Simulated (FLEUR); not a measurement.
# CaSe (Fm-3m) in FLEUR: single point with PBEsol

Aim: the single point of CaSe with PBEsol.

Program: FLEUR MaX-R8.1 (later development tree). These are calculated values, not measurements. Logs are shortened: lines on timing, memory, paths and dates and some standing lists are left out, and cuts for length are marked.

**Measured values to compare with.**

From a printed reference work, monograph, original work of 1988, for a bulk crystal of CaSe at 2 K: band gap 3.85 eV (indirect).

How close the calculation comes is told below.

## Step 1: Starting point

The structure is cubic, space group Fm-3m (No. 225). The conventional cell has a = 5.912 Å, b = 5.912 Å, c = 5.912 Å, α = 90.00°, β = 90.00°, γ = 90.00°. Se (site symmetry m-3m) is surrounded by 6 Ca at 2.96 Å. Around Ca (site symmetry m-3m) lie 6 Se at 2.96 Å.

## Step 2: Single point, PBEsol

inp.xml reads:

```xml
<?xml version="1.0" encoding="UTF-8" standalone="no"?>
<fleurInput fleurInputVersion="0.39">
   <comment>
      CaSe                                                                                                
   </comment>
   <calculationSetup>
      <cutoffs Kmax="4.1" Gmax="12.7" GmaxXC="12.7" numbands="0"/>
      <scfLoop itmax="60" minDistance="0.00001" maxIterBroyd="15" imix="Anderson" alpha="0.05" precondParam="0.0" spinf="2.0" sdNocoIR="T"/>
      <coreElectrons ctail="T" frcor="F" kcrel="0" coretail_lmax="0"/>
      <xcFunctional name="PBEs" relativisticCorrections="F"/>
      <magnetism jspins="1"/>
      <soc l_soc="F" theta="0.0" phi="0.0" spav="F"/>
      <expertModes spex="0" secvar="F"/>
      <geometryOptimization l_f="F" forcealpha="1.0" forcemix="BFGS" epsdisp="0.00001" epsforce="0.00001"/>
      <ldaU l_linMix="F" mixParam="0.05" spinf="1.0"/>
   </calculationSetup>
   <cell>
      <bzIntegration valenceElectrons="26.0" mode="hist" fermiSmearingEnergy="0.00183747">
         <kPointListSelection listName="default-1"/>
         <!-- k-points included here -->
         <xi:include xmlns:xi="http://www.w3.org/2001/XInclude" href="kpts.xml"> </xi:include>
      </bzIntegration>
      <!-- symmetry operations included here -->
      <xi:include xmlns:xi="http://www.w3.org/2001/XInclude" href="sym.xml"> </xi:include>
      <bulkLattice scale="1.0">
         <bravaisMatrix>
            <row-1>    0.0000000000000000     5.5860304243175998     5.5860304243175998</row-1>
            <row-2>    5.5860304243175998     0.0000000000000000     5.5860304243175998</row-2>
            <row-3>    5.5860304243175998     5.5860304243175998     0.0000000000000000</row-3>
         </bravaisMatrix>
      </bulkLattice>
   </cell>
   <atomSpecies>
      <species name="Selenium (Se)" element="Se" atomicNumber="34">
         <mtSphere radius="2.51" gridPoints="857" logIncrement="0.015"/>
         <atomicCutoffs lmax="10" lnonsphr="10"/>
         <electronConfig flipSpins="F">
            <coreConfig>(1s1/2) (2s1/2) (2p1/2) (2p3/2) (3s1/2) (3p1/2) (3p3/2)</coreConfig>
            <valenceConfig>(3d3/2) (3d5/2) (4s1/2) (4p1/2) (4p3/2)</valenceConfig>
            <stateOccupation state="(4p1/2)" spinUp="0.666667" spinDown="0.666667"/>
            <stateOccupation state="(4p3/2)" spinUp="1.333333" spinDown="1.333333"/>
         </electronConfig>
         <energyParameters s="4" p="4" d="4" f="4"/>
         <lo type="SCLO" l="2" n="3" eDeriv="0"/>
         <lo type="SCLO" l="0" n="4" eDeriv="2"/>
         <lo type="SCLO" l="1" n="4" eDeriv="2"/>
         <lo type="SCLO" l="3" n="4" eDeriv="2"/>
      </species>
      <species name="Calcium (Ca)" element="Ca" atomicNumber="20">
         <mtSphere radius="2.51" gridPoints="857" logIncrement="0.014"/>
         <atomicCutoffs lmax="10" lnonsphr="10"/>
         <electronConfig flipSpins="F">
            <coreConfig>(1s1/2) (2s1/2) (2p1/2) (2p3/2)</coreConfig>
            <valenceConfig>(3s1/2) (3p1/2) (3p3/2) (4s1/2)</valenceConfig>
         </electronConfig>
         <energyParameters s="4" p="3" d="3" f="4"/>
         <lo type="SCLO" l="0" n="3" eDeriv="0"/>
         <lo type="HELO" l="1" n="4" eDeriv="0"/>
         <lo type="HELO" l="1" n="4" eDeriv="1"/>
         <lo type="SCLO" l="2" n="3" eDeriv="2"/>
         <lo type="SCLO" l="3" n="4" eDeriv="2"/>
      </species>
   </atomSpecies>
   <atomGroups>
      <atomGroup species="Selenium (Se)">
         <relPos label="                   1">1.000/2.000 1.000/2.000 1.000/2.000</relPos>
         <force calculate="T" relaxXYZ="TTT"/>
      </atomGroup>
      <atomGroup species="Calcium (Ca)">
         <relPos label="                   2">.0000000000 .0000000000 .0000000000</relPos>
         <force calculate="T" relaxXYZ="TTT"/>
      </atomGroup>
   </atomGroups>
   <output dos="F" band="F" slice="F">
      <checks vchk="F" cdinf="F"/>
      <bandDOS minEnergy="-.5*Htr" maxEnergy="0.5*Htr" sigma="0.015" storeEVData="T"/>
      <vacuumDOS vacdos="F" integ="F" star="F" nstars="0" locx1="0.0" locy1="0.0" locx2="0.0" locy2="0.0" nstm="0" tworkf="0.0"/>
      <unfoldingBand unfoldBand="F" supercellX="1" supercellY="1" supercellZ="1"/>
      <plotting iplot="0" polar="F">
         <plot TwoD="T" vec1="  1.0  0.0  0.0" vec2="  0.0  1.0  0.0" vec3="  0.0  0.0  1.0" zero="  0.0  0.0  0.0" file="plot"/>
      </plotting>
      <chargeDensitySlicing numkpt="0" minEigenval="0.0" maxEigenval="0.0" nnne="0" pallst="F"/>
      <specialOutput eonly="F"/>
      <moessbauerParams electricFieldGradient="T" isomerShift="T" coreHyperfine="T" valenceHyperfine="T"/>
      <magneticCircularDichroism mcd="F" energyLo="-10.0" energyUp="0.0"/>
   </output>
  <!-- We include the file relax.xml here to enable relaxations (see documentation) -->
  <xi:include xmlns:xi="http://www.w3.org/2001/XInclude" href="relax.xml"> <xi:fallback/> </xi:include>
</fleurInput>
```

crystal.txt reads:

```
CaSe
&input cartesian=F /
0.0000000000  2.9560000000  2.9560000000
2.9560000000  0.0000000000  2.9560000000
2.9560000000  2.9560000000  0.0000000000
1.8897261246
1.0 1.0 1.0

2
34 0.5000000000  0.5000000000  0.5000000000
20 0.0000000000  0.0000000000  0.0000000000

&kpt div1=8 div2=8 div3=8 gamma=T /
```

Potentials or basis: all-electron, FLAPW.

Command:

```sh
$ inpgen -f crystal.txt -profile fastHighL
$ # inp.xml edited to the form shown
$ fleur_MPI
```

What it wrote:

```text
Welcome to FLEUR        (www.flapw.de)
      MaX-Release 8.1          (www.max-centre.eu)

 ========== k-point set info ==========
 Selected k-point list: default-1
 k-point list type: mesh
 8 x 8 x 8
 Number of k points: 29

 ------------Calculation Setup---------------------------
 Number of MPI-tasks      :            1
 Number of PE/node        :            1
 Number of OMP-threads    :            1
 Most efficient MPI parallelization for:
           1          29
 Additional eigenvalue parallelization possible
 Number of basis functions:          486
 Approximate size of matrices (H+S) per k-point:         0.004 GB
 --------------------------------------------------------
 Iteration:     1   Distance:       4.13205296 me/bohr^3
 Iteration:     2   Distance:       3.81405139 me/bohr^3
 Iteration:     3   Distance:       1.98101024 me/bohr^3
 Iteration:     4   Distance:       0.74178202 me/bohr^3
 Iteration:     5   Distance:       0.67272546 me/bohr^3
 Iteration:     6   Distance:       0.09310082 me/bohr^3
 Iteration:     7   Distance:       0.10704074 me/bohr^3
 Iteration:     8   Distance:       0.03162685 me/bohr^3
 Iteration:     9   Distance:       0.00650381 me/bohr^3
 Iteration:    10   Distance:       0.00427882 me/bohr^3
 Iteration:    11   Distance:       0.00064521 me/bohr^3
 Iteration:    12   Distance:       0.00033623 me/bohr^3
 Iteration:    13   Distance:       0.00005991 me/bohr^3
 Iteration:    14   Distance:       0.00000318 me/bohr^3

 ********************************************************************
 Run finished successfully
 Stop message:
   all done
 ********************************************************************
```

out.xml (last iteration):

```text
<iteration numberForCurrentRun="   14" overallNumber="   14">
         <energyParameters units="Htr">
            <atomicEP atomType="1" spin="1" branch="4s" branchLowest="-7.39" branchHighest="0.12" value="-0.2543251719"/>
            <atomicEP atomType="1" spin="1" branch="4p" branchLowest="-5.18" branchHighest="0.75" value="0.0965741019"/>
            <atomicEP atomType="1" spin="1" branch="4d" branchLowest="-1.51" branchHighest="1.82" value="0.3802122764"/>
            <atomicEP atomType="1" spin="1" branch="4f" branchLowest="-9.99" branchHighest="2.72" value="0.5496056823"/>
            <loAtomicEP atomType="1" spin="1" branch="3d" branchLowest="-9.99" branchHighest="-1.51" value="-1.5153915033"/>
            <loAtomicEP atomType="1" spin="1" branch="4s" branchLowest="-7.39" branchHighest="0.12" value="-0.2543251719"/>
            <loAtomicEP atomType="1" spin="1" branch="4p" branchLowest="-5.18" branchHighest="0.75" value="0.0932834776"/>
            <loAtomicEP atomType="1" spin="1" branch="4f" branchLowest="-9.99" branchHighest="2.72" value="0.5496087336"/>
            <atomicEP atomType="2" spin="1" branch="4s" branchLowest="-1.24" branchHighest="2.23" value="0.2052201349"/>
            <atomicEP atomType="2" spin="1" branch="3p" branchLowest="-11.84" branchHighest="-0.50" value="-0.5867360885"/>
            <atomicEP atomType="2" spin="1" branch="3d" branchLowest="-9.99" branchHighest="0.64" value="0.3177334312"/>
            <atomicEP atomType="2" spin="1" branch="4f" branchLowest="-9.99" branchHighest="2.75" value="0.5719247480"/>
            <loAtomicEP atomType="2" spin="1" branch="3s" branchLowest="-14.76" branchHighest="-1.24" value="-1.2855267903"/>
            <heloAtomicEP atomType="2" spin="1" branch="4p" branchLowest="1.71" branchHighest="1.71" value="1.7143237007"/>
            <heloAtomicEP atomType="2" spin="1" branch="4p" branchLowest="1.71" branchHighest="1.71" value="1.7143237007"/>
            <loAtomicEP atomType="2" spin="1" branch="3d" branchLowest="-9.99" branchHighest="0.64" value="0.3175892206"/>
            <loAtomicEP atomType="2" spin="1" branch="4f" branchLowest="-9.99" branchHighest="2.75" value="0.5719270395"/>
         </energyParameters>
         <eigenvalues>
            <eigenvaluesAt spin="1" ikpt="1" k_x="0.00000000" k_y="0.00000000" k_z="0.00000000">
                      -1.5175767694       -1.5175767694       -1.5173669655       -1.5173669655       -1.5173669655
                      -1.2857344127       -0.5901215360       -0.5901215360       -0.5901215360       -0.2671028209
                       0.1676244258        0.1676244258        0.1676244258        0.2850501995        0.3020110500
                       0.3020110500        0.3020110500        0.3240905918        0.3240905918        0.5177992554
                       0.6218417772
            </eigenvaluesAt>
            <eigenvaluesAt spin="1" ikpt="2" k_x="0.00000000" k_y="0.00000000" k_z="0.12500000">
                      -1.5175753160       -1.5175753160       -1.5173666490       -1.5173652306       -1.5173652306
                      -1.2856964194       -0.5907803542       -0.5901623805       -0.5901623805       -0.2636470666
                       0.1386136738        0.1586847626        0.1586847626        0.2970549756        0.3099319537
                       0.3099319537        0.3229858931        0.3391422329        0.3391422329        0.5259914816
                       0.6006829464
            </eigenvaluesAt>
            <eigenvaluesAt spin="1" ikpt="3" k_x="0.00000000" k_y="0.00000000" k_z="0.25000000">
                      -1.5175750083       -1.5175750083       -1.5173659056       -1.5173641240       -1.5173641240
                      -1.2856048082       -0.5923486620       -0.5902616620       -0.5902616620       -0.2548775572
                       0.0925363301        0.1415759297        0.1415759297        0.3012159038        0.3292386708
                       0.3292386708        0.3753984248        0.3759586882        0.3759586882        0.5112964276
                       0.5519415424
[... 18 lines left out ...]
            <totalCharge value="26.0000000000"/>
         </valenceDensity>
         <coreStates atomType="     1" atomicNumber=" 34" spin="1" kinEnergy="   2277.8332351690" eigValSum="  -1389.0308999242" lostElectrons=" 0.000029">
            <state n="1" l="0" j="0.5" energy="-458.6051410094" weight="1.0000000000"/>
            <state n="2" l="0" j="0.5" energy="-58.5542307002" weight="1.0000000000"/>
            <state n="2" l="1" j="0.5" energy="-52.4969427753" weight="1.0000000000"/>
            <state n="2" l="1" j="1.5" energy="-50.9641565098" weight="2.0000000000"/>
            <state n="3" l="0" j="0.5" energy="-7.3933398298" weight="1.0000000000"/>
            <state n="3" l="1" j="0.5" energy="-5.3230022851" weight="1.0000000000"/>
            <state n="3" l="1" j="1.5" energy="-5.1072401714" weight="2.0000000000"/>
         </coreStates>
         <coreStates atomType="     2" atomicNumber=" 20" spin="1" kinEnergy="    639.9049150863" eigValSum="   -389.5307529126" lostElectrons=" 0.000000">
            <state n="1" l="0" j="0.5" energy="-144.4809350670" weight="1.0000000000"/>
            <state n="2" l="0" j="0.5" energy="-14.7561432672" weight="1.0000000000"/>
            <state n="2" l="1" j="0.5" energy="-11.9329446367" weight="1.0000000000"/>
            <state n="2" l="1" j="1.5" energy="-11.7976767427" weight="2.0000000000"/>
         </coreStates>
         <allElectronCharges>
            <spinDependentCharge spin="1" total="54.0000000" interstitial="2.8131597" mtSpheres="51.1868403"/>
            <totalCharge value="53.9999999948"/>
         </allElectronCharges>
         <moessbauerParams unitsHFF="kG" unitsIS="e/bohr^3" unitsEFG="Htr/bohr^2">
            <coreIsomerShift atomType="1" isTotal="39904.52957">
               <shell n="1" l="0" isomerShift="35630.71566"/>
               <shell n="2" l="0" isomerShift="3653.03790"/>
               <shell n="2" l="1" isomerShift="36.79518"/>
               <shell n="3" l="0" isomerShift="578.10259"/>
               <shell n="3" l="1" isomerShift="5.87824"/>
            </coreIsomerShift>
            <coreIsomerShift atomType="2" isTotal="6100.74136">
               <shell n="1" l="0" isomerShift="5623.54467"/>
               <shell n="2" l="0" isomerShift="475.78375"/>
               <shell n="2" l="1" isomerShift="1.41294"/>
            </coreIsomerShift>
            <isomerShift atomType="1" nucleusRadius="0.0001013" averageDensity="39958.27686"/>
            <isomerShift atomType="2" nucleusRadius="0.0000808" averageDensity="6163.04022"/>
            <electricFieldGradient atomType="1" VXX="0.00000" VYY="0.00000" VZZ="0.00000" asymParam="0.00000">
            </electricFieldGradient>
            <electricFieldGradient atomType="2" VXX="0.00000" VYY="0.00000" VZZ="0.00000" asymParam="0.00000">
            </electricFieldGradient>
         </moessbauerParams>
         <totalEnergy                                    value="    -3108.2890850107" units="Htr">
            <sumOfEigenvalues                            value="    -1799.7038525118">
               <coreElectrons value="-1778.5616528368"/>
               <valenceElectrons value="-21.1421996750"/>
            </sumOfEigenvalues>
            <densityCoulombPotentialIntegral value="-4811.4517832333"/>
            <densityEffectivePotentialIntegral value="-4971.0235658778"/>
            <chargeDenXCDenIntegral value="-121.7434486742"/>
            <FockExchangeEnergyValence value="0.0000000000"/>
            <FockExchangeEnergyCore value="0.0000000000"/>
            <atomTypeDependentContributions atomType="1">
               <electronNucleiInteractionDifferentMTs value="2928.6593465430"/>
               <MadelungTerm value="-11.4395944762"/>
            </atomTypeDependentContributions>
            <atomTypeDependentContributions atomType="2">
               <electronNucleiInteractionDifferentMTs value="803.7760879228"/>
               <MadelungTerm value="-8.2644291438"/>
            </atomTypeDependentContributions>
            <tkbTimesEntropy value="0.0000000000"/>
            <freeEnergy value="-3108.2890850107"/>
            <extrapolationTo0K value="-3108.2890850107"/>
         </totalEnergy>
         <densityConvergence units="me/bohr^3">
            <chargeDensity spin="1" distance="0.0000031848"/>
         </densityConvergence>
      </iteration>
```

Run time: 37 s. Hardware: 1 thread of Arm Neoverse V2, shared host; peak memory 0.07 GiB.

What came out:

| Property | Result |
| --- | --- |
| Free energy | -84580.8549 eV |
| Band gap on the k mesh | 1.93 eV, indirect (least direct gap 2.88 eV) |
| Valence electrons inside the program's atomic spheres | Se 14.90; Ca 8.29 (radii Se 2.51, Ca 2.51 bohr) |

Core levels (eV from the Fermi level):
```
atom                                                                                                 levels
1 Se  1s1/2 -12483.8, 2s1/2 -1597.9, 2p1/2 -1433.1, 2p3/2 -1391.4, 3s1/2 -205.7, 3p1/2 -149.4, 3p3/2 -143.5
2 Ca                                                1s1/2 -3936.1, 2s1/2 -406.1, 2p1/2 -329.3, 2p3/2 -325.6
```

## Step 3: How close it comes

Step 2. Against the measured gap of CaSe, 3.85 eV (indirect; 2 K; a printed reference work, monograph, original work of 1988), the calculated 1.93 eV is off by -1.92 eV. Spin-orbit coupling on Se is left out. The value is that of PBEsol on a finite k mesh, which can miss the band edges, without temperature or zero-point motion. Semilocal functionals fall short of measured gaps as a rule.
